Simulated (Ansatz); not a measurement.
**H interstitial in HfSiO4**

All numbers are calculated (PBE, collinear spin where a state has unpaired electrons to hold, no spin-orbit coupling; Ansatz, PAW set soft_2, 420 eV, k-mesh 2×2×2), not measured.

The relaxed host crystal (Kohn–Sham gap 5.31 eV over the whole zone):

```cif
data_structure
_symmetry_space_group_name_H-M 'P 1'
_symmetry_Int_Tables_number 1
_cell_length_a 5.5787
_cell_length_b 5.5787
_cell_length_c 5.5787
_cell_angle_alpha 106.895
_cell_angle_beta 106.895
_cell_angle_gamma 114.756
_cell_volume 132.79
loop_
_atom_site_label
_atom_site_type_symbol
_atom_site_fract_x
_atom_site_fract_y
_atom_site_fract_z
_atom_site_occupancy
Hf1 Hf 0.00000 0.00000 0.00000 1
Hf2 Hf 0.75000 0.25000 0.50000 1
Si1 Si 0.25000 0.75000 0.50000 1
Si2 Si 0.50000 0.50000 0.00000 1
O1 O 0.13473 0.31894 0.81579 1
O2 O 0.06894 0.75315 0.68421 1
O3 O 0.06894 0.38473 0.31579 1
O4 O 0.50315 0.31894 0.18421 1
O5 O 0.68106 0.49685 0.81579 1
O6 O 0.61527 0.93106 0.68421 1
O7 O 0.24685 0.93106 0.31579 1
O8 O 0.68106 0.86527 0.18421 1
```

Supercell of 36 atoms, rows of the matrix [[0,-1,-1],[-1,0,-1],[2,2,1]] times the cell vectors; H interstitial at (0.333, 0.125, 0.708) in fractions of the cell above. Atoms are relaxed at the host's cell, from a start shaken by 0.05 Å near the defect; charged cells sit in a uniform background.

Nearest atoms to the added H: charge +1: O 1.01 Å, O 1.80 Å, Si 2.17 Å, O 2.38 Å, O 2.40 Å, O 2.41 Å, O 2.48 Å, Si 2.50 Å; charge 0: Si 1.89 Å, Si 1.89 Å, O 1.95 Å, O 1.95 Å, O 2.04 Å, O 2.04 Å, O 2.47 Å, O 2.47 Å.

The largest move of an atom from its ideal place is 1.1 Å at charge +1, 0.3 Å at charge 0, so the cell at charge +1 rearranged and didn't merely relax.

| charge | moment of the cell (μB) | moment on H (μB) | gap of the cell on the mesh (eV) | carriers |
| --- | --- | --- | --- | --- |
| +1 | 0.00 | 0.00 | 5.20 | none in the bands |
| 0 | 1.00 | 0.45 | 1.37 | none in the bands |

On this mesh the host's own supercell has a gap of 5.32 eV.

The cells of these charges didn't relax alike (a rearrangement in some, or a distortion of the host), so no level or lowest charge is given.

Formation energy of the neutral defect: 3.21 eV, taking atoms from and to the elements' standard states (no corrections for gases), so it belongs to those chemical potentials alone.

Caveats: semilocal functionals make gaps too small, which shifts levels too; small supercell, so energies and levels can be off by tenths of an eV; one random start near the defect, so other minima are possible.

Hydrogen bonds quite differently in its two charge states. As a proton it forms a hydroxyl group with a lattice oxygen, at 1.01 Å, and the next oxygen at 1.80 Å suggests a hydrogen bond. An empty 1s shell lets the proton accept density from an oxygen lone pair. The cell's gap of 5.20 eV stays close to the host's, so the hydroxyl leaves no deep state in it.

The neutral centre has no normal O–H or Si–H bond. Its unpaired electron would have to enter an antibonding or conduction-band state if a hydroxyl formed in this closed-shell oxide, which favours a localised, hydrogen-centred radical. The moment of 0.45 μB on H fits this picture, with the remaining spin probably in the tail of the 1s orbital and on neighbouring atoms. The positive formation energy is plausible, since the H–H bond of the molecule is lost without a comparably strong replacement. Without a negatively charged cell, the results can't show whether hydrogen is amphoteric here.
